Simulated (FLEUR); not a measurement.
# La2O3 (P-3m1) in FLEUR: further runs

One crystal, La2O3, is run at these levels: PBEsol; tasks: single point.

Program: FLEUR MaX-R8.1 (later development tree). These are calculated values, not measurements. Logs are shortened: lines on timing, memory, paths and dates and some standing lists are left out, and cuts for length are marked.

## 1. The crystal as given

Symmetry: P-3m1, No. 164, trigonal system. Conventional cell: a = 3.931 Å, b = 3.931 Å, c = 6.112 Å, α = 90.00°, β = 90.00°, γ = 120.00°. La (site symmetry 3m) is surrounded by 4 O at 2.36 to 2.44 Å. Around O (site symmetry -3m) lie 6 La at 2.72 Å. O (site symmetry 3m) is surrounded by 4 La at 2.36 to 2.44 Å.

The cell is a database's computed one.

## 2. Single point, PBEsol

inp.xml reads:

```xml
<?xml version="1.0" encoding="UTF-8" standalone="no"?>
<fleurInput fleurInputVersion="0.39">
   <comment>
      La2O3                                                                                               
   </comment>
   <calculationSetup>
      <cutoffs Kmax="4.56" Gmax="14.1" GmaxXC="14.1" numbands="0"/>
      <scfLoop itmax="60" minDistance="0.00001" maxIterBroyd="15" imix="Anderson" alpha="0.05" precondParam="0.0" spinf="2.0" sdNocoIR="T"/>
      <coreElectrons ctail="T" frcor="F" kcrel="0" coretail_lmax="0"/>
      <xcFunctional name="PBEs" relativisticCorrections="F"/>
      <magnetism jspins="1"/>
      <soc l_soc="F" theta="0.0" phi="0.0" spav="F"/>
      <expertModes spex="0" secvar="F"/>
      <geometryOptimization l_f="T" forcealpha="1.0" forcemix="BFGS" epsdisp="0.0005" epsforce="0.0002"/>
      <ldaU l_linMix="F" mixParam="0.05" spinf="1.0"/>
   </calculationSetup>
   <cell>
      <bzIntegration valenceElectrons="40.0" mode="hist" fermiSmearingEnergy="0.00183747">
         <kPointListSelection listName="default-1"/>
         <!-- k-points included here -->
         <xi:include xmlns:xi="http://www.w3.org/2001/XInclude" href="kpts.xml"> </xi:include>
      </bzIntegration>
      <!-- symmetry operations included here -->
      <xi:include xmlns:xi="http://www.w3.org/2001/XInclude" href="sym.xml"> </xi:include>
      <bulkLattice scale="1.0">
         <bravaisMatrix>
            <row-1>    7.4280936460563511     0.0000000000000000     0.0000000000000000</row-1>
            <row-2>   -3.7140468230281756     6.4329177992087994     0.0000000000000000</row-2>
            <row-3>    0.0000000000000000     0.0000000000000000    11.5499182390849278</row-3>
         </bravaisMatrix>
      </bulkLattice>
   </cell>
   <atomSpecies>
      <species name="Lanthanum (La)" element="La" atomicNumber="57">
[... 16 lines left out ...]
         <mtSphere radius="1.58" gridPoints="539" logIncrement="0.02"/>
         <atomicCutoffs lmax="8" lnonsphr="8"/>
         <electronConfig flipSpins="F">
            <coreConfig>(1s1/2)</coreConfig>
            <valenceConfig>(2s1/2) (2p1/2) (2p3/2)</valenceConfig>
            <stateOccupation state="(2p1/2)" spinUp="0.666667" spinDown="0.666667"/>
            <stateOccupation state="(2p3/2)" spinUp="1.333333" spinDown="1.333333"/>
         </electronConfig>
         <energyParameters s="2" p="2" d="3" f="4"/>
         <lo type="SCLO" l="0" n="2" eDeriv="2"/>
         <lo type="SCLO" l="1" n="2" eDeriv="2"/>
         <lo type="SCLO" l="2" n="3" eDeriv="2"/>
      </species>
   </atomSpecies>
   <atomGroups>
      <atomGroup species="Lanthanum (La)">
         <relPos label="                   1">1.000/3.000 -1.000/3.000 .2462356800</relPos>
         <relPos label="                   2">-1.000/3.000 1.000/3.000 -.2462356800</relPos>
         <force calculate="T" relaxXYZ="TTT"/>
      </atomGroup>
      <atomGroup species="Oxygen (O)">
         <relPos label="                   3">.0000000000 .0000000000 .0000000000</relPos>
         <force calculate="T" relaxXYZ="TTT"/>
      </atomGroup>
      <atomGroup species="Oxygen (O)">
         <relPos label="                   4">1.000/3.000 -1.000/3.000 -.3541093500</relPos>
         <relPos label="                   5">-1.000/3.000 1.000/3.000 .3541093500</relPos>
         <force calculate="T" relaxXYZ="TTT"/>
      </atomGroup>
   </atomGroups>
   <output dos="F" band="F" slice="F">
      <checks vchk="F" cdinf="F"/>
      <bandDOS minEnergy="-.5*Htr" maxEnergy="0.5*Htr" sigma="0.015" storeEVData="T"/>
      <vacuumDOS vacdos="F" integ="F" star="F" nstars="0" locx1="0.0" locy1="0.0" locx2="0.0" locy2="0.0" nstm="0" tworkf="0.0"/>
      <unfoldingBand unfoldBand="F" supercellX="1" supercellY="1" supercellZ="1"/>
      <plotting iplot="0" polar="F">
         <plot TwoD="T" vec1="  1.0  0.0  0.0" vec2="  0.0  1.0  0.0" vec3="  0.0  0.0  1.0" zero="  0.0  0.0  0.0" file="plot"/>
      </plotting>
      <chargeDensitySlicing numkpt="0" minEigenval="0.0" maxEigenval="0.0" nnne="0" pallst="F"/>
      <specialOutput eonly="F"/>
      <moessbauerParams electricFieldGradient="T" isomerShift="T" coreHyperfine="T" valenceHyperfine="T"/>
      <magneticCircularDichroism mcd="F" energyLo="-10.0" energyUp="0.0"/>
   </output>
  <!-- We include the file relax.xml here to enable relaxations (see documentation) -->
  <xi:include xmlns:xi="http://www.w3.org/2001/XInclude" href="relax.xml"> <xi:fallback/> </xi:include>
</fleurInput>
```

crystal.txt reads:

```
La2O3
&input cartesian=F /
3.9307778780  0.0000000000  0.0000000000
-1.9653889390  3.4041534990  0.0000000000
0.0000000000  0.0000000000  6.1119535200
1.8897261246
1.0 1.0 1.0

5
57 0.3333333333  0.6666666667  0.2462356800
57 0.6666666666  0.3333333334  0.7537643200
8 0.0000000000  0.0000000000  0.0000000000
8 0.3333333333  0.6666666667  0.6458906500
8 0.6666666666  0.3333333334  0.3541093500

&kpt div1=8 div2=8 div3=5 gamma=T /
```

Potentials or basis: all-electron, FLAPW.

On the command line:

```
$ inpgen -f crystal.txt -profile fastHighL
$ # inp.xml edited to the form shown
$ mpirun -n 4 fleur_MPI -pe_per_kpt 1
```

The program printed:

```text
Welcome to FLEUR        (www.flapw.de)
      MaX-Release 8.1          (www.max-centre.eu)

 ========== k-point set info ==========
 Selected k-point list: default-1
 k-point list type: mesh
 8 x 8 x 5
 Number of k points: 40

 ------------Calculation Setup---------------------------
 Number of MPI-tasks      :            4
 Number of PE/node        :            4
 Number of OMP-threads    :            1
 Using exactly            1  PE per kpt
 Using exactly            1  PE per kpt
 Using exactly            1  PE per kpt
 Using exactly            1  PE per kpt
 k-points in parallel     :            4
 pe's per k-point         :            1
 No of k-point loops      :           10
 Eigenvalue solver        :       lapack
 Number of basis functions:         1080
 Approximate size of matrices (H+S) per k-point:         0.017 GB
 --------------------------------------------------------
 Iteration:     1   Distance:      22.15486577 me/bohr^3
 Iteration:     2   Distance:      18.25450882 me/bohr^3
 Iteration:     3   Distance:       6.21490103 me/bohr^3
 Iteration:     4   Distance:       7.39998874 me/bohr^3
 Iteration:     5   Distance:       2.29246027 me/bohr^3
 Iteration:     6   Distance:       1.16606229 me/bohr^3
 Iteration:     7   Distance:       1.04859582 me/bohr^3
 Iteration:     8   Distance:       0.28177147 me/bohr^3
 Iteration:     9   Distance:       0.26851687 me/bohr^3
 Iteration:    10   Distance:       0.03509512 me/bohr^3
 Iteration:    11   Distance:       0.04563391 me/bohr^3
 Iteration:    12   Distance:       0.01062367 me/bohr^3
 Iteration:    13   Distance:       0.00656005 me/bohr^3
 Iteration:    14   Distance:       0.00233637 me/bohr^3
 Iteration:    15   Distance:       0.00044213 me/bohr^3
 Iteration:    16   Distance:       0.00037873 me/bohr^3
 Iteration:    17   Distance:       0.00024911 me/bohr^3
 Iteration:    18   Distance:       0.00003973 me/bohr^3
 Iteration:    19   Distance:       0.00002442 me/bohr^3
 Iteration:    20   Distance:       0.00000635 me/bohr^3

 Reset of history

 ********************************************************************
 Run finished successfully
 Stop message:
   Structural relaxation: new displacements generated
 ********************************************************************
```

It took 2.5 min on 4 MPI ranks of Arm Neoverse V1, shared host.

Results:

* Free energy: -468423.4719 eV
* Largest force: 0.088 eV/Å
* Band gap on the k mesh: 3.80 eV, indirect (least direct gap 3.96 eV)
* Valence electrons inside the program's atomic spheres: La 7.71; O 4.99, 5.09 (radii La 2.43, O 1.58 bohr)

Forces on the atoms (eV/Å):
```
La   0.000  0.000  0.088
La   0.000  0.000 -0.088
O    0.000  0.000  0.000
O    0.000  0.000 -0.010
O    0.000  0.000  0.010
```

Core levels (eV from the Fermi level):
| atom | levels |
| --- | --- |
| 1 La | 1s1/2 -38691.9, 2s1/2 -6148.7, 2p1/2 -5798.8, 2p3/2 -5386.0, 3s1/2 -1306.9, 3p1/2 -1159.4, 3p3/2 -1078.9, 4s1/2 -255.7, 3d3/2 -820.4, 3d5/2 -803.2, 4p1/2 -201.4, 4p3/2 -184.3, 4d3/2 -95.3, 4d5/2 -92.4 |
| 2 La | 1s1/2 -38691.9, 2s1/2 -6148.7, 2p1/2 -5798.8, 2p3/2 -5386.0, 3s1/2 -1306.9, 3p1/2 -1159.4, 3p3/2 -1078.9, 4s1/2 -255.7, 3d3/2 -820.4, 3d5/2 -803.2, 4p1/2 -201.4, 4p3/2 -184.3, 4d3/2 -95.3, 4d5/2 -92.4 |
| 3 O | 1s1/2 -501.5 |
| 4 O | 1s1/2 -501.6 |
| 5 O | 1s1/2 -501.6 |

Caveat: spin-orbit coupling is left out, which moves the levels of the heavy elements; an odd mesh through Γ misses points on the zone boundary, where band edges often lie.

## 3. Single point, PBEsol (atoms moved at random, drawn with an rms of 0.05 Å)

Changes to inp.xml since step 2:

```diff
@@ -34,3 +34,3 @@
       <species name="Lanthanum (La)" element="La" atomicNumber="57">
-         <mtSphere radius="2.43" gridPoints="829" logIncrement="0.016"/>
+         <mtSphere radius="2.43" gridPoints="819" logIncrement="0.016"/>
          <atomicCutoffs lmax="10" lnonsphr="10"/>
@@ -50,3 +50,3 @@
       <species name="Oxygen (O)" element="O" atomicNumber="8">
-         <mtSphere radius="1.58" gridPoints="539" logIncrement="0.02"/>
+         <mtSphere radius="1.58" gridPoints="533" logIncrement="0.02"/>
          <atomicCutoffs lmax="8" lnonsphr="8"/>
@@ -66,4 +66,7 @@
       <atomGroup species="Lanthanum (La)">
-         <relPos label="                   1">1.000/3.000 -1.000/3.000 .2462356800</relPos>
-         <relPos label="                   2">-1.000/3.000 1.000/3.000 -.2462356800</relPos>
+         <relPos label="                   1">.3394670000 -.3411920000 .2459800000</relPos>
+         <force calculate="T" relaxXYZ="TTT"/>
+      </atomGroup>
+      <atomGroup species="Lanthanum (La)">
+         <relPos label="                   2">-.3245370000 .3387370000 -.2447720000</relPos>
          <force calculate="T" relaxXYZ="TTT"/>
@@ -71,3 +74,3 @@
       <atomGroup species="Oxygen (O)">
-         <relPos label="                   3">.0000000000 .0000000000 .0000000000</relPos>
+         <relPos label="                   3">.0055620000 .0024750000 -.0033560000</relPos>
          <force calculate="T" relaxXYZ="TTT"/>
@@ -75,4 +78,7 @@
       <atomGroup species="Oxygen (O)">
-         <relPos label="                   4">1.000/3.000 -1.000/3.000 -.3541093500</relPos>
-         <relPos label="                   5">-1.000/3.000 1.000/3.000 .3541093500</relPos>
+         <relPos label="                   4">.3362110000 -.3356710000 -.3498440000</relPos>
+         <force calculate="T" relaxXYZ="TTT"/>
+      </atomGroup>
+      <atomGroup species="Oxygen (O)">
+         <relPos label="                   5">-.3280560000 .3266460000 .3569860000</relPos>
          <force calculate="T" relaxXYZ="TTT"/>
```

crystal.txt reads:

```
La2O3
&input cartesian=F /
3.9307778780  0.0000000000  0.0000000000
-1.9653889390  3.4041534990  0.0000000000
0.0000000000  0.0000000000  6.1119535200
1.8897261246
1.0 1.0 1.0

5
57 0.3394670000  0.6588080000  0.2459800000
57 0.6754630000  0.3387370000  0.7552280000
8 0.0055620000  0.0024750000  -0.0033560000
8 0.3362110000  0.6643290000  0.6501560000
8 0.6719440000  0.3266460000  0.3569860000

&kpt div1=8 div2=8 div3=5 gamma=T /
```

Potentials or basis: all-electron, FLAPW.

On the command line:

```
$ inpgen -f crystal.txt -profile fastHighL
$ # inp.xml edited to the form shown
$ mpirun -n 4 fleur_MPI -pe_per_kpt 1
```

It took 33 min on 4 MPI ranks of Arm Neoverse V1, shared host.

It converged, with:

```
Free energy                                           : -468423.4592 eV
Largest force                                         : 0.260 eV/Å
Band gap on the k mesh                                : 3.77 eV, indirect (least direct gap 3.94 eV)
Valence electrons inside the program's atomic spheres : La 7.70, 7.72; O 4.99, 5.09 (radii La 2.43, O 1.58 bohr)
```

Forces in eV/Å, atoms in the order of the input:
```
La  -0.051  0.060  0.248
La  -0.014 -0.176 -0.092
O    0.013 -0.049  0.238
O    0.077  0.096 -0.214
O   -0.025  0.070 -0.180
```

Levels at points of the mesh, in eV from the valence-band top:
```tsv
k point	band 18	band 19	band 20	band 21	band 22	band 23
(0.00, 0.00, 0.00)	-0.40	-0.36	-0.11	4.22	4.52	4.54
(0.00, 0.50, 0.00)	-0.64	-0.38	-0.26	3.81	4.67	5.10
(0.50, 0.00, 0.00)	-0.61	-0.41	-0.29	3.77	4.64	5.10
(0.50, 0.50, 0.00)	-0.61	-0.41	-0.30	3.77	4.65	5.11
```

Core levels (eV from the Fermi level):
```csv
atom,levels
1 La,"1s1/2 -38692.0, 2s1/2 -6148.8, 2p1/2 -5799.0, 2p3/2 -5386.1, 3s1/2 -1307.0, 3p1/2 -1159.5, 3p3/2 -1079.1, 4s1/2 -255.8, 3d3/2 -820.5, 3d5/2 -803.3, 4p1/2 -201.5, 4p3/2 -184.4, 4d3/2 -95.5, 4d5/2 -92.5"
2 La,"1s1/2 -38691.8, 2s1/2 -6148.6, 2p1/2 -5798.8, 2p3/2 -5385.9, 3s1/2 -1306.8, 3p1/2 -1159.3, 3p3/2 -1078.8, 4s1/2 -255.6, 3d3/2 -820.3, 3d5/2 -803.1, 4p1/2 -201.3, 4p3/2 -184.2, 4d3/2 -95.2, 4d5/2 -92.3"
3 O,1s1/2 -501.5
4 O,1s1/2 -501.6
5 O,1s1/2 -501.7
```

Caveat: core charge leaks out of the spheres, which shifts energies; spin-orbit coupling is left out, which moves the levels of the heavy elements; an odd mesh through Γ misses points on the zone boundary, where band edges often lie.
